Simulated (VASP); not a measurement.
Calculation: SCAN meta-GGA, VASP's PBE PAW potentials (set 64) (plane waves; VASP).

VASP ran on this input.

**INCAR**
```
SYSTEM=CsCl
PREC=Accurate; ENCUT=520; LREAL=.FALSE.
LASPH=.TRUE.
EDIFF=1E-7; NELM=100; ALGO=Normal
LMAXMIX=4; LMIXTAU=.TRUE.
ISMEAR=0; SIGMA=0.05
METAGGA=SCAN
ISIF=2
LWAVE=.FALSE.; LCHARG=.FALSE.
```

### KPOINTS
```
kpoints
0
G
7 7 7
```

POSCAR:
```
CsCl
1.0
  4.0358947679   0.0000000000   0.0000000000
  0.0000000000   4.0358947679   0.0000000000
  0.0000000000   0.0000000000   4.0358947679
Cs Cl
1 1
Cart
  0.0000000000   0.0000000000   0.0000000000
  2.0179473840   2.0179473840   2.0179473840
```

POTCAR, in this order: Cs_sv Cl (PBE.64 set). Program: vasp_std.

Output of the run:

### OUTCAR
```
 ion  position               nearest neighbor table
   1  0.000  0.000  0.000-
   2  0.500  0.500  0.500-
  LATTYP: Found a simple cubic cell.
 ALAT       =     4.0358947679
 Subroutine PRICEL returns:
 Original cell was already a primitive cell.
 Subroutine GETGRP returns: Found 48 space group operations
The static configuration has the point symmetry O_h .
The dynamic configuration has the point symmetry O_h .
 Subroutine INISYM returns: Found 48 space group operations
 Subroutine IBZKPT returns following result:
 Found     20 irreducible k-points:

 Following reciprocal coordinates:
            Coordinates               Weight
  0.000000  0.000000  0.000000      1.000000
  0.142857  0.000000  0.000000      6.000000
  0.285714  0.000000  0.000000      6.000000
  0.428571  0.000000  0.000000      6.000000
  0.142857  0.142857  0.000000     12.000000
  0.285714  0.142857  0.000000     24.000000
  0.428571  0.142857  0.000000     24.000000
  0.285714  0.285714  0.000000     12.000000
  0.428571  0.285714  0.000000     24.000000
...
```

**OSZICAR**
```
       N       E                     dE             d eps       ncg     rms          rms(c)
DAV:   1     0.501259295476E+02    0.50126E+02   -0.72965E+03   480   0.119E+03
DAV:   2    -0.475297233276E+02   -0.97656E+02   -0.89676E+02   720   0.193E+02
DAV:   3    -0.541592471151E+02   -0.66295E+01   -0.66077E+01   600   0.583E+01
DAV:   4    -0.542211930964E+02   -0.61946E-01   -0.61913E-01   560   0.679E+00
DAV:   5    -0.542220872427E+02   -0.89415E-03   -0.89399E-03   600   0.801E-01    0.243E+00
DAV:   6    -0.497489167022E+02    0.44732E+01   -0.80517E-01   520   0.853E+00    0.222E+00
DAV:   7    -0.495534247434E+02    0.19549E+00   -0.54465E-01   548   0.692E+00    0.667E-01
DAV:   8    -0.506550545409E+02   -0.11016E+01   -0.46102E-01   500   0.589E+00    0.125E+00
DAV:   9    -0.500821592318E+02    0.57290E+00   -0.20678E-01   488   0.539E+00    0.450E-01
DAV:  10    -0.501262283391E+02   -0.44069E-01   -0.32968E-01   488   0.599E+00    0.124E-01
DAV:  11    -0.501221479068E+02    0.40804E-02   -0.13752E-02   524   0.150E+00    0.165E-01
DAV:  12    -0.501096881638E+02    0.12460E-01   -0.20777E-03   556   0.491E-01    0.187E-01
DAV:  13    -0.501308450346E+02   -0.21157E-01   -0.81325E-03   508   0.103E+00    0.232E-02
DAV:  14    -0.501307969958E+02    0.48039E-04   -0.10116E-04   584   0.120E-01    0.180E-02
DAV:  15    -0.501307389084E+02    0.58087E-04   -0.45807E-05   520   0.977E-02    0.195E-02
DAV:  16    -0.501307925800E+02   -0.53672E-04   -0.88172E-05   504   0.122E-01    0.130E-02
DAV:  17    -0.501307681382E+02    0.24442E-04   -0.41389E-05   488   0.102E-01    0.707E-03
DAV:  18    -0.501307677081E+02    0.43008E-06   -0.21295E-06   592   0.142E-02    0.489E-03
DAV:  19    -0.501307686042E+02   -0.89608E-06   -0.80150E-07   504   0.896E-03    0.258E-03
DAV:  20    -0.501307702333E+02   -0.16291E-05   -0.11228E-06   512   0.124E-02    0.183E-03
DAV:  21    -0.501307700517E+02    0.18154E-06   -0.97641E-08   388   0.397E-03    0.145E-03
DAV:  22    -0.501307703368E+02   -0.28511E-06   -0.51222E-08   352   0.275E-03    0.718E-04
DAV:  23    -0.501307709779E+02   -0.64108E-06   -0.99033E-09   280   0.134E-03    0.350E-04
DAV:  24    -0.501307710206E+02   -0.42657E-07   -0.81945E-09   256   0.926E-04
   1 F= -.50130771E+02 E0= -.50130771E+02  d E =-.455490E-14
```

**OUTCAR**
```
------------------------ aborting loop because EDIFF is reached ----------------------------------------
  FORCE on cell =-STRESS in cart. coord.  units (eV):
  Direction    XX          YY          ZZ          XY          YZ          ZX
  --------------------------------------------------------------------------------------
  Total        0.6045680      0.6045680      0.6045680      0.0000000      0.0000000     -0.0000000
  in kB       14.7345286     14.7345286     14.7345286      0.0000000      0.0000000     -0.0000000
  external PRESSURE =      14.7345286 kB  Pullay stress =       0.0000000 kB
  volume of cell :       65.74
      direct lattice vectors                 reciprocal lattice vectors
     4.035894768  0.000000000  0.000000000     0.247776530  0.000000000  0.000000000
     0.000000000  4.035894768  0.000000000     0.000000000  0.247776530  0.000000000
     0.000000000  0.000000000  4.035894768     0.000000000  0.000000000  0.247776530
 POSITION                                       TOTAL-FORCE (eV/Angst)
 -----------------------------------------------------------------------------------
      0.00000      0.00000      0.00000         0.000000      0.000000      0.000000
      2.01795      2.01795      2.01795         0.000000      0.000000      0.000000
 -----------------------------------------------------------------------------------
    total drift:                                0.000000      0.000000     -0.000000
  FREE ENERGIE OF THE ION-ELECTRON SYSTEM (eV)
  ---------------------------------------------------
  free  energy   TOTEN  =       -50.1307710206 eV

  energy  without entropy=      -50.1307710206  energy(sigma->0) =      -50.13077102
```
(Selected blocks of OUTCAR.)

The compound is CsCl in the CsCl type structure. This cell is one point of a volume scan, at 0.94 of the reference volume.
